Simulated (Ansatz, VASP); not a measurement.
Two plane-wave programs on Rh

```
CELL_PARAMETERS angstrom
2.62117 0.00000 0.00000
-1.31058 2.27000 0.00000
0.00000 0.00000 8.30344
ATOMIC_POSITIONS crystal
Rh 0.00000 0.00000 0.00000
Rh 0.33333 0.66667 0.25000
Rh 0.00000 0.00000 0.50000
Rh 0.66667 0.33333 0.75000
```

Alike in both runs: task single point; functional PBE; k mesh 18 × 18 × 6; occupations gaussian, width 0.1 eV; no spin polarisation.

|  | VASP | Ansatz |
| --- | --- | --- |
| version | VASP 6.6.1 | Ansatz 0.2.0 |
| potentials or method | VASP PAW PBE potentials, release 64 (Rh_pv) | scalar-relativistic, plane waves, PAW |
| plane-wave cutoff (eV) | 520 | 420 |
| valence electrons in the cell | 60 | 68 |

Ansatz gave:

| Item | Value |
| --- | --- |
| gap on the k mesh at the Fermi level (eV) | none |
| pressure (GPa) | 47.1 |
| largest component of the traceless stress (GPa) | 10.33 |

**Question.** Which values does VASP return?

**Answer.** gap on the k mesh at the Fermi level (eV): none; pressure (GPa): 47.2; largest component of the traceless stress (GPa): 10.32.

A gap of «none» marks a metal or a gap that the smearing closes. The functional is the same, so the differences come from potentials, cutoffs and numerics. The two sets of potentials don't hold the same shells in valence.

Caveats: so large a pressure means that the cell lies far from this level's equilibrium, or that cutoff or potentials fall short (VASP).
